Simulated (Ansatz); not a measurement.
## SbSe4: computed properties

Computed with DFT PBE, scalar-relativistic, plane waves, PAW in Ansatz 0.2.0.

Cutoff 420 eV; k points 8×8×8 on the computed 5-atom cell (Γ-centred); Gaussian smearing, width 0.10 eV; no spin polarisation.

The structure is relaxed at this level of theory with its symmetry kept, and needn't be the ground state of this composition.

```cif
data_structure
_symmetry_space_group_name_H-M 'P 1'
_symmetry_Int_Tables_number 1
_cell_length_a 5.3758
_cell_length_b 5.3758
_cell_length_c 5.5595
_cell_angle_alpha 90.000
_cell_angle_beta 90.000
_cell_angle_gamma 101.468
_cell_volume 157.46
loop_
_atom_site_label
_atom_site_type_symbol
_atom_site_fract_x
_atom_site_fract_y
_atom_site_fract_z
_atom_site_occupancy
Sb1 Sb 0.50000 0.50000 0.00000 1
Se1 Se 0.22184 0.77816 0.29432 1
Se2 Se 0.77816 0.22184 0.29432 1
Se3 Se 0.77816 0.22184 0.70568 1
Se4 Se 0.22184 0.77816 0.70568 1
```

- Space group: Cmmm (No. 65)
- Volume per atom: 31.49 Å³
- Formation energy from the elements' standard states (uncorrected): +0.207 eV/atom
- Kohn–Sham band gap: none (metal)
- Density of states at the Fermi level: 2.5 states/eV per cell
- Orbital (Löwdin) character within 0.5 eV of the Fermi level: Se 4p 61 %, Sb 5p 33 %
- Bader charge by site (e): Sb (1 in the cell) 0.69, Se (4 in the cell) -0.17

Spin-orbit coupling is left out, which matters for the bands of heavy elements. The cell holds layers, chains or molecules and no dispersion correction was added, so their binding is poorly described.

The cell was found from a structure generator's guess, not taken from experiment. Löwdin shares on free-atom orbitals overweight diffuse shells.
